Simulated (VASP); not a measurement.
# A VASP 6.6.1 single-point calculation on KI

INCAR

```
NELM = 120
ISMEAR = -1
ISPIN = 2
NSW = 0
MAGMOM = 1 1
LWAVE = .FALSE.
LASPH = .TRUE.
ISIF = 2
IBRION = -1
NBANDS = 15
PREC = Accurate
LREAL = .FALSE.
LCHARG = .FALSE.
ENCUT = 520
SIGMA = 0.02
GGA = PE
EDIFF = 1E-7
```

KPOINTS

```
KPOINTS created by Atomic Simulation Environment
0
Gamma
6 6 6
0 0 0
```

POSCAR

```
K  I
 1.0000000000000000
     4.2910852517000002    0.0000000000000000    0.0000000000000000
     0.0000000000000000    4.2910852517000002    0.0000000000000000
     0.0000000000000000    0.0000000000000000    4.1842372289999998
 K   I
   1   1
Cartesian
  0.0000000000000000  0.0000000000000000  0.0000000000000000
  2.1455426258500001  2.1455426258500001  2.0921186144999995
```

The recommended PBE PAW datasets give the neutral cell 16 valence electrons.

Command

```
mpirun -np 1 vasp_std
```

OSZICAR

```
N       E                     dE             d eps       ncg     rms          rms(c)
DAV:   1     0.895716311080E+02    0.89572E+02   -0.68066E+03  2400   0.924E+02
DAV:   2     0.518924258997E-01   -0.89520E+02   -0.83196E+02  3066   0.217E+02
DAV:   3    -0.494505630357E+01   -0.49969E+01   -0.49747E+01  3544   0.443E+01
DAV:   4    -0.514134253353E+01   -0.19629E+00   -0.19625E+00  3515   0.806E+00
DAV:   5    -0.514325904505E+01   -0.19165E-02   -0.19165E-02  3540   0.837E-01    0.566E+00
DAV:   6    -0.539929884509E+01   -0.25604E+00   -0.20204E-01  2988   0.326E+00    0.267E+00
DAV:   7    -0.540879142889E+01   -0.94926E-02   -0.66163E-02  3198   0.180E+00    0.177E+00
DAV:   8    -0.540616614064E+01    0.26253E-02   -0.12781E-02  3185   0.765E-01    0.999E-01
DAV:   9    -0.540798465975E+01   -0.18185E-02   -0.59392E-03  3277   0.534E-01    0.223E-01
DAV:  10    -0.540858633600E+01   -0.60168E-03   -0.18897E-03  2848   0.297E-01    0.872E-02
DAV:  11    -0.540877963327E+01   -0.19330E-03   -0.21676E-04  2883   0.114E-01    0.572E-02
DAV:  12    -0.540882443853E+01   -0.44805E-04   -0.24832E-05  3212   0.364E-02    0.376E-02
DAV:  13    -0.540885372101E+01   -0.29282E-04   -0.31907E-05  2771   0.361E-02    0.933E-03
DAV:  14    -0.540885634407E+01   -0.26231E-05   -0.35137E-06  3156   0.151E-02    0.426E-03
DAV:  15    -0.540885644430E+01   -0.10023E-06   -0.26640E-07  3013   0.408E-03    0.247E-03
DAV:  16    -0.540885635349E+01    0.90810E-07   -0.97633E-08  2740   0.224E-03
   1 F= -.54088564E+01 E0= -.54088564E+01  d E =-.112227E-12  mag=     0.0000
```

Standard output (part)

```
POSCAR found type information on POSCAR K I
 POSCAR found :  2 types and       2 ions
 LDA part: xc-table for (Slater+PW92), standard interpolation
 POSCAR, INCAR and KPOINTS ok, starting setup
 WAVECAR not read
 entering main loop
```

It converged. Results: pressure 0.9 GPa; magnetic moment of the cell 0.00 μB.

For comparison, a separate PBE run of the intended cell, on usual settings and not on those above, gives a gap of 3.29 eV on its mesh and a pressure of 0.9 GPa.

The run above took about 56 s on one core of a shared host (Intel Xeon Platinum 8488C) and held 0.24 GiB at most.
